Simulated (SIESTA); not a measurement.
BaTiO3:

```
Ba Ti O
1.0
     2.82737    1.63238    2.31839
    -2.82737    1.63238    2.31839
     0.00000   -3.26476    2.31839
Ba Ti O
1 1 3
Direct
  0.00000 0.00000 0.00000
  0.48450 0.48450 0.48450
  0.50860 0.01750 0.50860
  0.01750 0.50860 0.50860
  0.50860 0.50860 0.01750
```

Base run:

| Property | Result |
| --- | --- |
| Program | SIESTA 5.4.2 |
| Functional | PBEsol |
| Potentials or basis | PseudoDojo 0.4 standard (PBEsol files) |
| Basis | DZP (energy shift 0.003 Ry; two zetas on semicore shells; d shell added on Ba) |
| Grid cutoff | 800 Ry |
| Energy shift | 0.003 Ry |
| k mesh | 7 × 7 × 7 |
| Occupations | fermi-dirac, width 0.05 eV |
| Spin | no spin polarisation |

Its results: band gap on the k mesh 2.36 eV, indirect (least direct gap 2.69 eV); pressure 1.0 GPa; largest force 0.200 eV/Å.

Task: The run is repeated on the same cell with these changes: functional from PBEsol to LDA; potentials or basis from PseudoDojo 0.4 standard (PBEsol files) to PseudoDojo 0.4 standard (LDA files). What comes out?

Result: Band gap on the k mesh 2.33 eV, indirect (least direct gap 2.66 eV); pressure -3.7 GPa; largest force 0.134 eV/Å.

Caveats: this set's barium file shifts pressures by up to 1 GPa against other sets; spin-orbit coupling is left out, which moves the levels of the heavy elements; the basis of atomic orbitals isn't converged, which shifts pressures, moduli and gaps.

A k mesh can miss the band edges.
